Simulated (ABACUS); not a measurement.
MgSe: single point with PBE

MgSe:

```xyz
2
Lattice="0.0000 2.7255 2.7255 2.7255 0.0000 2.7255 2.7255 2.7255 0.0000" Properties=species:S:1:pos:R:3 pbc="T T T"
Se    2.7255    2.7255    2.7255
Mg    0.0000    0.0000    0.0000
```

```
Program             : ABACUS 3.10.1
Task                : single point
Functional          : PBE
Potentials or basis : PseudoDojo NC SR 0.4.1 PBE standard
Cutoff              : 1361 eV
Density cutoff      : 5442 eV
Basis               : TZDP LCAO (the cutoffs set its grid)
k mesh              : 8 × 8 × 8
Occupations         : fermi-dirac, width 0.05 eV
Spin                : no spin polarisation
```

```json
{
 "Pressure": "2.5 GPa",
 "Band gap on the k mesh": "1.81 eV, indirect (least direct gap 2.60 eV)",
 "Mulliken charges": "Se +0.04; Mg -0.04 e"
}
```

Levels at points of the mesh, in eV from the valence-band top:
| k point | band 10 | band 11 | band 12 | band 13 | band 14 | band 15 | band 16 | band 17 |
| --- | --- | --- | --- | --- | --- | --- | --- | --- |
| (0.00, 0.00, 0.00) | -12.95 | 0.00 | 0.00 | 0.00 | 2.60 | 7.46 | 7.46 | 7.46 |
| (0.50, 0.50, 0.50) | -11.82 | -4.95 | -0.58 | -0.58 | 3.84 | 6.13 | 6.13 | 8.71 |
| (0.50, 0.50, 0.00) | -11.51 | -4.26 | -1.78 | -1.78 | 1.81 | 4.00 | 11.76 | 12.28 |

It took 9.7 s on 4 MPI ranks on AMD EPYC 7B13 (Zen 3), on a shared host, peak memory 0.6 GiB a rank.

Caveat: the atomic orbitals were generated for these runs and aren't a published set; Mulliken charges move with the basis; the basis of atomic orbitals isn't converged, which shifts pressures, moduli and gaps. A k mesh can miss the band edges.
